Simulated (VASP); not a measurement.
Set up this calculation in VASP 6.6.1, as the native input.

```yaml
Task: relaxation of cell and atoms
Functional: rSCAN
Potentials_or_basis: VASP PAW PBE potentials, release 64 (Ge_d, Fe)
Cutoff: 600 eV
k_mesh: 8 × 8 × 8
Occupations: methfessel-paxton, width 0.1 eV
Spin: collinear spin, ferromagnetic start
Starting_moments: "[0.0, 3.0, 3.0, 3.0] μB"
Further_INCAR_settings: ALGO = Normal; EDIFF = 1e-07; IBRION = 2; EDIFFG = -0.01; NSW = 40; ISIF = 3
```

The structure of Fe3Ge lies in POSCAR:

```
Fe3Ge
1.0
    0.0000000000      2.8755854299      2.8755854299
    2.8755854299      0.0000000000      2.8755854299
    2.8755854299      2.8755854299      0.0000000000
Ge Fe
1 3
Direct
    0.0000000000      0.0000000000      0.0000000000
    0.7500000000      0.7500000000      0.7500000000
    0.2500000000      0.2500000000      0.2500000000
    0.5000000000      0.5000000000      0.5000000000
```

The cell comes from a database or a generator and needn't be the stable form of this composition.

One way to write it, as run:

INCAR

```
SYSTEM = Fe3Ge
PREC = Accurate
ENCUT = 600
EDIFF = 1E-7
ISMEAR = 1
SIGMA = 0.1
LREAL = .False.
LASPH = .True.
NELM = 120
ALGO = Normal
ISIF = 3
LWAVE = .False.
LCHARG = .False.
ISPIN = 2
MAGMOM = 0 3 3 3
LORBIT = 11
LMAXMIX = 4
METAGGA = RSCAN
LMIXTAU = .True.
IBRION = 2
NSW = 40
EDIFFG = -0.01
```

KPOINTS

```
Automatic mesh
0
Gamma
  8 8 8
  0 0 0
```

Potentials or basis: VASP PAW PBE potentials, release 64 (Ge_d, Fe).

Run with:

```console
$ cat potpaw_PBE.64/Ge_d/POTCAR potpaw_PBE.64/Fe/POTCAR > POTCAR
$ mpirun -np 1 vasp_std > vasp.out
```

Results of the run:

* Relaxed volume: 11.79 Å³/atom
* Relaxed cell: a = 4.056 Å, b = 4.056 Å, c = 4.056 Å, α = 60.00°, β = 60.00°, γ = 60.00°
* Space group after relaxing (to 0.05 Å): Fm-3m (No. 225)
* Energy gained by relaxing: 0.4 meV/atom
* Ionic steps: 3
* Pressure after relaxing: 0.0 GPa
* Band gap on the k mesh: none (metal or under the smearing width)
* Net moment: 7.02 μB per cell
* Site moments: Ge -0.11; Fe +2.31, +2.64 μB
* Valence electrons inside the program's atomic spheres: Ge 12.51; Fe 7.33, 7.25

Caveat: the PAW data sets were made with another functional, which shifts forces and pressure a little.

Run time: 29 min on 1 thread of AMD EPYC 7R43 64-Core Processor (Zen 3), on a shared host, peak memory 0.25 GiB.
